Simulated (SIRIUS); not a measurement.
Runs of SIRIUS 7.12.0 on CuO. The typed cell holds 2 atoms: a = 2.993 Å, b = 2.993 Å, c = 2.993 Å, α = 60.00°, β = 60.00°, γ = 60.00°. The cell comes from a database or a generator and needn't be the stable form of this composition.

```csv
level,gap on the mesh (eV),pressure (GPa),relaxed volume (Å³/atom),largest force (eV/Å)
PBE+D3(BJ),none,-0.3,9.26,0.02
PBE,none,-0.1,(a),0.01
PBE+D3,none,0.1,9.28,0.01
PBE+D4,none,-0.2,9.31,0.02
```

Alike in all rows: task relaxation of cell and atoms; potentials or basis PseudoDojo 0.4.1 PBE standard (scalar relativistic); no spin polarisation; cell relaxed from: atom 2 moved 0.45 Å; k mesh 5 × 5 × 5; cutoff (eV) 1254; smearing fermi-dirac 0.05 eV; the mesh is coarse, so values aren't converged.

**Question.** Estimate the missing entries.

**Answer.** (a) 9.52.

Caveats: all runs use coarse meshes; an odd number of electrons without spin polarisation forces a metal; a magnetic or distorted state may lie lower; the run has no spin polarisation, though such a crystal can be magnetic; semilocal functionals often make such compounds metallic where correlation or magnetic order opens a gap, which also shifts bond lengths; pairwise dispersion overbinds metals, which lowers pressure and volume (some runs).

A gap of «none» marks a metal or a gap under the smearing width.
